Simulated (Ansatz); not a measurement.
# Infrared modes and screening in KF (Fm-3m)

Perturbation theory with PBEsol in the PAW code Ansatz on the PBEsol cell, ground state and force constants on an 8×8×8 mesh. Calculated for a static, non-magnetic cell.

It is cubic, Fm-3m (No. 225); conventional cell a = 5.307 Å, 18.68 Å³ an atom. K is surrounded by 6 F at 2.65 Å; F is surrounded by 6 K at 2.65 Å.

```xyz
2
Lattice="0.0000 2.6535 2.6535 2.6535 0.0000 2.6535 2.6535 2.6535 0.0000" Properties=species:S:1:pos:R:3 pbc="T T T"
K     0.0000    0.0000    0.0000
F     2.6535    2.6535    2.6535
```

Optical modes without the longitudinal term:

| ω (cm⁻¹) | degeneracy | IR intensity, summed over the level ((D/Å)²/amu) |
| --- | --- | --- |
| 179 | 3 | 7.06 |

The optical mode at Γ lies at 179 cm⁻¹ without the longitudinal term. With the long-range field the highest mode reaches 314 cm⁻¹.

The clamped-ion dielectric constant comes out as 2.02 in all directions. With the ions relaxed, ε⁰ is 6.2 in all directions. Born charges, averaged over directions: K +1.14, F -1.14 e.

With one polar mode in a cubic crystal the Lyddane-Sachs-Teller relation applies: (ω_LO/ω_TO)² = (314.0/179.4)² = 3.063, and ε⁰/ε∞ = 6.196/2.023 = 3.063. The refractive index √ε∞ is 1.42.

For comparison, on the r2SCAN cell the mean ε∞ is 1.94 with r2SCAN (ground state on 8×8×8; least gap 6.91 eV), 2.00 with PBE (ground state on 8×8×8; least gap 6.26 eV).
